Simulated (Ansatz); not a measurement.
FeGe in Ansatz: the effect of target pressure

Crystal: FeGe.

```xyz
6
Lattice="4.9976 0.0000 0.0000 -2.4988 4.3281 0.0000 0.0000 0.0000 4.1158" Properties=species:S:1:pos:R:3 pbc="T T T"
Ge    2.4988    1.4427    2.0579
Ge    0.0000    2.8854    2.0579
Ge    0.0000    0.0000    0.0000
Fe   -1.2494    2.1640    0.0000
Fe    1.2494    2.1640    0.0000
Fe    2.4988    0.0000    0.0000
```

The cell is a database's computed one.

Alike in all runs:

```yaml
Program: Ansatz 0.2.0
Task: relaxation of cell and atoms
Functional: PBEsol
Potentials_or_basis: Ansatz PAW
Cutoff: "420 eV (not typed: the program's choice for these potentials)"
k_mesh: 6 × 6 × 7
Occupations: fermi-dirac, width 0.05 eV
Spin: collinear spin, ferromagnetic start
Starting_moments: "[0.0, 0.0, 0.0, 3.0, 3.0, 3.0] μB"
```

Each run relaxes the cell or the atoms first.

| target pressure | relaxed volume (Å³/atom) | moment (μB) |
| --- | --- | --- |
| 0 GPa | 13.79 | 3.91 |
| 2 GPa | 13.63 | 3.85 |
| 5 GPa | 13.41 | 3.74 |
| 10 GPa | 13.07 | 3.54 |
| 20 GPa | ? | ? |
| 30 GPa | 12.08 | 3.14 |

Problem. What does the run with target pressure 20 GPa give?

Solution. Relaxed volume 12.52 Å³/atom; moment 3.21 μB.

Worked out: In Murnaghan's law V^(-B') rises as a straight line in P. The other rows fit best with B' = 4.5, V0 = 13.79 Å³/atom and B0 = 166 GPa, which gives 12.52 Å³/atom at 20 GPa, against the run's 12.52. A parabola through the other rows of the moment, of slope -0.0207 μB per GPa there, gives 3.29 μB, against the run's 3.21.

Caveats: the plane-wave basis is chosen anew once the cell has moved, so the energies of steps on either side of that aren't comparable; the PAW data sets come from PBE, with cores solved anew for the run's functional, which leaves a small shift of forces and pressure; the volume moved by over 15 % at a fixed basis, so the end points are rough (some runs).
